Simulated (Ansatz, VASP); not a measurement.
Ga: VASP beside Ansatz

The input INCAR:

```
SYSTEM = Ga
PREC = Accurate
ENCUT = 520
EDIFF = 1E-7
ISMEAR = -1
SIGMA = 0.05
LREAL = .False.
LASPH = .True.
NELM = 60
ALGO = Normal
ISIF = 2
LWAVE = .False.
LCHARG = .True.
GGA = PS
LELF = .True.
LVHAR = .True.
NBANDS = 20
```

File KPOINTS:

```
Automatic mesh
0
Gamma
  10 10 8
  0 0 0
```

File POSCAR:

```
Ga
1.0
    1.4500000000     -4.0650000000      0.0000000000
    1.4500000000      4.0650000000      0.0000000000
    0.0000000000      0.0000000000      3.1700000000
Ga
2
Direct
    0.1426510000      0.8836200000      0.7521610000
    0.8630400000      0.1461870000      0.2619770000
```

File input.yaml:

```yaml
crystal:
  lattice:
    - [1.45, -4.065, 0.0]
    - [1.45, 4.065, 0.0]
    - [0.0, 0.0, 3.17]
  atoms:
    - { symbol: Ga, position: [0.142651, 0.88362, 0.752161] }
    - { symbol: Ga, position: [0.86304, 0.146187, 0.261977] }
hamiltonian:
  xc: pbesol
  pseudopotentials: { kind: paw }
kpoints:
  mp_grid: { grid: [10, 10, 8] }
scf:
  occupations: { method: fermi_dirac, width: 0.05 }
output:
  forces: true
  stress: true
  eigenvalues: true
  write_density: true
  write_potential: true
  elf: true
  volumetric_format: npy
```

Change from the starting cell: atoms moved at random, drawn with an rms of 0.05 Å.

Alike in both runs: task single point; functional PBEsol; k mesh 10 × 10 × 8; occupations fermi-dirac, width 0.05 eV; no spin polarisation.

|  | VASP | Ansatz |
| --- | --- | --- |
| version | VASP 6.6.1 | Ansatz 0.2.0 |
| potentials or method | VASP PAW PBE potentials, release 64 (Ga_d) | Ansatz PAW |
| plane-wave cutoff (eV) | 520 | 420 |
| valence electrons in the cell | 26 | 26 |

|  | VASP | Ansatz | Ansatz less VASP |
| --- | --- | --- | --- |
| gap on the k mesh at the Fermi level (eV) | none | none | - |
| pressure (GPa) | -2.0 | -2.1 | -0.12 |
| largest component of the traceless stress (GPa) | 1.11 | 1.11 | +0.004 |
| rms of the force components (eV/Å) | 0.033 | 0.033 | +0.0003 |

Atom by atom the forces differ by 0.001 eV/Å (rms over components). A gap of «none» marks a metal or a gap that the smearing closes.

Caveats: the PAW data sets were made with another functional, which shifts forces and pressure a little (VASP); the PAW data sets come from PBE, with cores solved anew for the run's functional, which leaves a small shift of forces and pressure (Ansatz).
